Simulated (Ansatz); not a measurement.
`O[SiH]([SiH3])Cl` + `FC1=CCC1` → `O[Si](F)([SiH3])Cl` + `C1=CCC1` at 400 K and 1 bar (formal exchange of groups at the Si–H bond).

Isolated molecules relaxed with PBE0-D4/def2-TZVP in Ansatz; ΔE leaves out vibrations. CCSD(T)/CBS adds triple-zeta CCSD(T) − MP2 to the extrapolated MP2 energy (def2 sets, frozen cores). Each species was taken in one conformer, which may not be the lowest.

| species | CCSD(T)/CBS energy (Eh) | H − E (kJ/mol) | S (J/(mol·K)) |
| --- | --- | --- | --- |
| `O[SiH]([SiH3])Cl` | -1116.20942 | 163.7 | 387.0 |
| `FC1=CCC1` | -254.94760 | 231.8 | 311.4 |
| `O[Si](F)([SiH3])Cl` | -1215.48049 | 153.1 | 409.5 |
| `C1=CCC1` | -155.75974 | 247.8 | 283.6 |

H − E and S are ideal-gas, rigid-rotor, harmonic terms from PBE0-D4/def2-TZVP, for one conformer and one mirror image of each species. 1 Eh = 2625.50 kJ/mol, R = 8.31446 J/(mol·K).

By hand: ΔE, ΔH, ΔS and ΔG.

ΔE = (-1215.48049) + (-155.75974) − (-1116.20942) − (-254.94760) = -0.08321 Eh = -218.5 kJ/mol. Δ(H − E) = 153.1 + 247.8 − 163.7 − 231.8 = 5.4, so ΔH = -213.1 kJ/mol. ΔS = 409.5 + 283.6 − 387.0 − 311.4 = -5.3 J/(mol·K). ΔG = -213.1 − 400 × (-5.3)/1000 = -211.0 kJ/mol.

By hand: the equilibrium constant, and the temperature at which ΔG would vanish if ΔH and ΔS stayed fixed.

log₁₀ K = −ΔG/(RT ln 10) = 27.6. ΔG = 0 at ΔH/ΔS = 40208 K, far beyond where these terms or the molecules hold.

The number of gas molecules stays the same, so ΔS is small and ΔH decides. A doubt of 5 kJ/mol in ΔE shifts log₁₀ K by 0.7 here. Other conformers and mirror images would add mixing entropy, several J/(mol·K) or more a flexible species. These are equilibria of isolated gas molecules and say nothing of rates. Largest T1 diagnostic: 0.012 (customary marks: 0.02 for closed shells, 0.045 for open ones).
